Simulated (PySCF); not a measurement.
## Isomerisation enthalpies of C6H15N

**The experiment to reproduce.**

From CRC Handbook of Chemistry and Physics, for the gas at 298.15 K: enthalpy of formation of `CCCNCCC` (dipropylamine) -116 kJ/mol; enthalpy of formation of `CCN(CC)CC` (triethylamine) -92.7 kJ/mol.

The runs below try to reproduce these values; the comparison stands at the end.

Differences of these values give the isomerisation enthalpies. Geometries: PBE0-D3(BJ)/def2-SVP; runs in PySCF, gas phase, with a dispersion term only where the level names one. Total electronic energies (Eh):

```json
{"SMILES": "CCCNCCC", "PBE0-D3(BJ)/def2-SVP": "-291.86746"}
{"SMILES": "CCN(CC)CC", "PBE0-D3(BJ)/def2-SVP": "-291.85928"}
```

Zero-point and thermal terms are left out, so the computed numbers are electronic energies.

## Comparison

Relative to `CCCNCCC`, the lowest by measurement, in kJ/mol (measured: enthalpies at 298.15 K; computed: electronic energies):

| SMILES | measured | PBE0-D3(BJ)/def2-SVP |
| --- | --- | --- |
| CCCNCCC | 0.0 | 0.0 |
| CCN(CC)CC | 23.3 | 21.5 |

Measured values: -116 kJ/mol (298.15 K; CRC Handbook of Chemistry and Physics) for the first row; the others come from the same table. Unsigned miss: PBE0-D3(BJ)/def2-SVP 1.8 kJ/mol. One conformer stands for `CCCNCCC` and `CCN(CC)CC`, not necessarily the lowest, while the measurement averages over conformers. Where a level misses, the cause wasn't examined.

Shape of the structure used: `[CH3:1][CH2:2][CH2:3][NH:4][CH2:5][CH2:6][CH3:7]`: C1–C2–C3–N4 178°, C2–C3–N4–C5 180°, C3–N4–C5–C6 180°, N4–C5–C6–C7 -178°.
